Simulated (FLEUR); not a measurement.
Input of a FLEUR MaX-R8.1 (later development tree) run:

The input inp.xml:

```xml
<?xml version="1.0" encoding="UTF-8" standalone="no"?>
<fleurInput fleurInputVersion="0.39">
   <comment>
      C                                                                                                   
   </comment>
   <calculationSetup>
      <cutoffs Kmax="5.33" Gmax="16.5" GmaxXC="16.5" numbands="0"/>
      <scfLoop itmax="60" minDistance="0.00001" maxIterBroyd="15" imix="Anderson" alpha="0.05" precondParam="0.0" spinf="2.0" sdNocoIR="T"/>
      <coreElectrons ctail="T" frcor="F" kcrel="0" coretail_lmax="0"/>
      <xcFunctional name="PBEs" relativisticCorrections="F"/>
      <magnetism jspins="1"/>
      <soc l_soc="F" theta="0.0" phi="0.0" spav="F"/>
      <expertModes spex="0" secvar="F"/>
      <geometryOptimization l_f="F" forcealpha="1.0" forcemix="BFGS" epsdisp="0.00001" epsforce="0.00001"/>
      <ldaU l_linMix="F" mixParam="0.05" spinf="1.0"/>
   </calculationSetup>
   <cell>
      <bzIntegration valenceElectrons="8.0" mode="hist" fermiSmearingEnergy="0.00183747">
         <kPointListSelection listName="default-1"/>
         <!-- k-points included here -->
         <xi:include xmlns:xi="http://www.w3.org/2001/XInclude" href="kpts.xml"> </xi:include>
      </bzIntegration>
      <!-- symmetry operations included here -->
      <xi:include xmlns:xi="http://www.w3.org/2001/XInclude" href="sym.xml"> </xi:include>
      <bulkLattice scale="1.0">
         <bravaisMatrix>
            <row-1>    0.0000000000000000     3.3700808788279017     3.3700808788279017</row-1>
            <row-2>    3.3700808788279017     0.0000000000000000     3.3700808788279017</row-2>
            <row-3>    3.3700808788279017     3.3700808788279017     0.0000000000000000</row-3>
         </bravaisMatrix>
      </bulkLattice>
   </cell>
   <atomSpecies>
      <species name="Carbon (C)" element="C" atomicNumber="6">
         <mtSphere radius="1.35" gridPoints="447" logIncrement="0.023"/>
         <atomicCutoffs lmax="8" lnonsphr="6"/>
         <electronConfig flipSpins="F">
            <coreConfig>(1s1/2)</coreConfig>
            <valenceConfig>(2s1/2) (2p1/2) (2p3/2)</valenceConfig>
            <stateOccupation state="(2p1/2)" spinUp="0.333333" spinDown="0.333333"/>
            <stateOccupation state="(2p3/2)" spinUp="0.666667" spinDown="0.666667"/>
         </electronConfig>
         <energyParameters s="2" p="2" d="3" f="4"/>
         <lo type="SCLO" l="0" n="2" eDeriv="2"/>
         <lo type="SCLO" l="1" n="2" eDeriv="2"/>
         <lo type="SCLO" l="2" n="3" eDeriv="2"/>
      </species>
   </atomSpecies>
   <atomGroups>
      <atomGroup species="Carbon (C)">
         <relPos label="                   1">-3.000/8.000 -3.000/8.000 -3.000/8.000</relPos>
         <relPos label="                   2">3.000/8.000 3.000/8.000 3.000/8.000</relPos>
         <force calculate="T" relaxXYZ="TTT"/>
      </atomGroup>
   </atomGroups>
   <output dos="F" band="F" slice="F">
      <checks vchk="F" cdinf="F"/>
      <bandDOS minEnergy="-.5*Htr" maxEnergy="0.5*Htr" sigma="0.015" storeEVData="T"/>
      <vacuumDOS vacdos="F" integ="F" star="F" nstars="0" locx1="0.0" locy1="0.0" locx2="0.0" locy2="0.0" nstm="0" tworkf="0.0"/>
      <unfoldingBand unfoldBand="F" supercellX="1" supercellY="1" supercellZ="1"/>
      <plotting iplot="0" polar="F">
         <plot TwoD="T" vec1="  1.0  0.0  0.0" vec2="  0.0  1.0  0.0" vec3="  0.0  0.0  1.0" zero="  0.0  0.0  0.0" file="plot"/>
      </plotting>
      <chargeDensitySlicing numkpt="0" minEigenval="0.0" maxEigenval="0.0" nnne="0" pallst="F"/>
      <specialOutput eonly="F"/>
      <moessbauerParams electricFieldGradient="T" isomerShift="T" coreHyperfine="T" valenceHyperfine="T"/>
      <magneticCircularDichroism mcd="F" energyLo="-10.0" energyUp="0.0"/>
   </output>
  <!-- We include the file relax.xml here to enable relaxations (see documentation) -->
  <xi:include xmlns:xi="http://www.w3.org/2001/XInclude" href="relax.xml"> <xi:fallback/> </xi:include>
</fleurInput>
```

File crystal.txt:

```
C
&input cartesian=F /
0.0000000000  1.7833700000  1.7833700000
1.7833700000  0.0000000000  1.7833700000
1.7833700000  1.7833700000  0.0000000000
1.8897261246
1.0 1.0 1.0

2
6 0.7500000000  0.7500000000  0.7500000000
6 0.5000000000  0.5000000000  0.5000000000

&kpt div1=13 div2=13 div3=13 gamma=T /
```

inp.xml (bands)

```
<?xml version="1.0" encoding="UTF-8" standalone="no"?>
<fleurInput fleurInputVersion="0.39">
   <comment>
      C                                                                                                   
   </comment>
   <calculationSetup>
      <cutoffs Kmax="5.33" Gmax="16.5" GmaxXC="16.5" numbands="0"/>
      <scfLoop itmax="60" minDistance="0.00001" maxIterBroyd="15" imix="Anderson" alpha="0.05" precondParam="0.0" spinf="2.0" sdNocoIR="T"/>
      <coreElectrons ctail="T" frcor="F" kcrel="0" coretail_lmax="0"/>
      <xcFunctional name="PBEs" relativisticCorrections="F"/>
      <magnetism jspins="1"/>
      <soc l_soc="F" theta="0.0" phi="0.0" spav="F"/>
      <expertModes spex="0" secvar="F"/>
      <geometryOptimization l_f="F" forcealpha="1.0" forcemix="BFGS" epsdisp="0.00001" epsforce="0.00001"/>
      <ldaU l_linMix="F" mixParam="0.05" spinf="1.0"/>
   </calculationSetup>
   <cell>
      <bzIntegration valenceElectrons="8.0" mode="hist" fermiSmearingEnergy="0.00183747">
         <kPointListSelection listName="path-1"/>
         <!-- k-points included here -->
         <xi:include xmlns:xi="http://www.w3.org/2001/XInclude" href="kpts.xml"> </xi:include>
      </bzIntegration>
      <!-- symmetry operations included here -->
      <xi:include xmlns:xi="http://www.w3.org/2001/XInclude" href="sym.xml"> </xi:include>
      <bulkLattice scale="1.0">
         <bravaisMatrix>
            <row-1>    0.0000000000000000     3.3700808788279017     3.3700808788279017</row-1>
            <row-2>    3.3700808788279017     0.0000000000000000     3.3700808788279017</row-2>
            <row-3>    3.3700808788279017     3.3700808788279017     0.0000000000000000</row-3>
         </bravaisMatrix>
      </bulkLattice>
   </cell>
   <atomSpecies>
      <species name="Carbon (C)" element="C" atomicNumber="6">
         <mtSphere radius="1.35" gridPoints="447" logIncrement="0.023"/>
         <atomicCutoffs lmax="8" lnonsphr="6"/>
         <electronConfig flipSpins="F">
            <coreConfig>(1s1/2)</coreConfig>
            <valenceConfig>(2s1/2) (2p1/2) (2p3/2)</valenceConfig>
            <stateOccupation state="(2p1/2)" spinUp="0.333333" spinDown="0.333333"/>
            <stateOccupation state="(2p3/2)" spinUp="0.666667" spinDown="0.666667"/>
         </electronConfig>
         <energyParameters s="2" p="2" d="3" f="4"/>
         <lo type="SCLO" l="0" n="2" eDeriv="2"/>
         <lo type="SCLO" l="1" n="2" eDeriv="2"/>
         <lo type="SCLO" l="2" n="3" eDeriv="2"/>
      </species>
   </atomSpecies>
   <atomGroups>
      <atomGroup species="Carbon (C)">
         <relPos label="                   1">-3.000/8.000 -3.000/8.000 -3.000/8.000</relPos>
         <relPos label="                   2">3.000/8.000 3.000/8.000 3.000/8.000</relPos>
         <force calculate="T" relaxXYZ="TTT"/>
      </atomGroup>
   </atomGroups>
   <output dos="F" band="T" slice="F">
      <checks vchk="F" cdinf="F"/>
      <bandDOS minEnergy="-.5*Htr" maxEnergy="0.5*Htr" sigma="0.015" storeEVData="T"/>
      <vacuumDOS vacdos="F" integ="F" star="F" nstars="0" locx1="0.0" locy1="0.0" locx2="0.0" locy2="0.0" nstm="0" tworkf="0.0"/>
      <unfoldingBand unfoldBand="F" supercellX="1" supercellY="1" supercellZ="1"/>
      <plotting iplot="0" polar="F">
         <plot TwoD="T" vec1="  1.0  0.0  0.0" vec2="  0.0  1.0  0.0" vec3="  0.0  0.0  1.0" zero="  0.0  0.0  0.0" file="plot"/>
      </plotting>
      <chargeDensitySlicing numkpt="0" minEigenval="0.0" maxEigenval="0.0" nnne="0" pallst="F"/>
      <specialOutput eonly="F"/>
      <moessbauerParams electricFieldGradient="T" isomerShift="T" coreHyperfine="T" valenceHyperfine="T"/>
      <magneticCircularDichroism mcd="F" energyLo="-10.0" energyUp="0.0"/>
   </output>
  <!-- We include the file relax.xml here to enable relaxations (see documentation) -->
  <xi:include xmlns:xi="http://www.w3.org/2001/XInclude" href="relax.xml"> <xi:fallback/> </xi:include>
</fleurInput>
```

Potentials or basis: all-electron, FLAPW.

Run with:

```sh
$ inpgen -f crystal.txt -profile fastHighL
$ # inp.xml edited to the form shown
$ fleur_MPI
$ fleur_MPI   # second run, on inp.xml (bands)
```

Problem. Predict the band gap along the path.

Solution. 4.01 eV, indirect (least direct gap 5.55 eV).

Problem. Estimate the band gap on the k mesh.

Solution. 4.01 eV, indirect (least direct gap 5.55 eV).

Levels at the corners of the path, in eV from the valence-band top:
| point | band 1 | band 2 | band 3 | band 4 | band 5 | band 6 | band 7 |
| --- | --- | --- | --- | --- | --- | --- | --- |
| Γ | -21.52 | 0.00 | 0.00 | 0.00 | 5.55 | 5.55 | 5.55 |
| X | -12.77 | -12.77 | -6.33 | -6.33 | 4.60 | 4.60 | 16.78 |
| W | -11.96 | -11.96 | -8.41 | -8.41 | 10.46 | 10.46 | 12.30 |
| K | -12.96 | -11.74 | -9.41 | -5.39 | 5.53 | 10.63 | 14.34 |
| Γ | -21.52 | 0.00 | 0.00 | 0.00 | 5.55 | 5.55 | 5.55 |
| L | -15.69 | -13.46 | -2.81 | -2.81 | 8.39 | 8.39 | 8.84 |
| U | -12.96 | -11.74 | -9.41 | -5.39 | 5.53 | 10.63 | 14.34 |
| W | -11.96 | -11.96 | -8.41 | -8.41 | 10.46 | 10.46 | 12.30 |
| L | -15.69 | -13.46 | -2.81 | -2.81 | 8.39 | 8.39 | 8.84 |
| K | -12.96 | -11.74 | -9.41 | -5.39 | 5.53 | 10.63 | 14.34 |
| U | -12.96 | -11.74 | -9.41 | -5.39 | 5.53 | 10.63 | 14.34 |
| X | -12.77 | -12.77 | -6.33 | -6.33 | 4.60 | 4.60 | 16.78 |

PBEsol gaps usually lie below the measured ones, often by a third to a half.
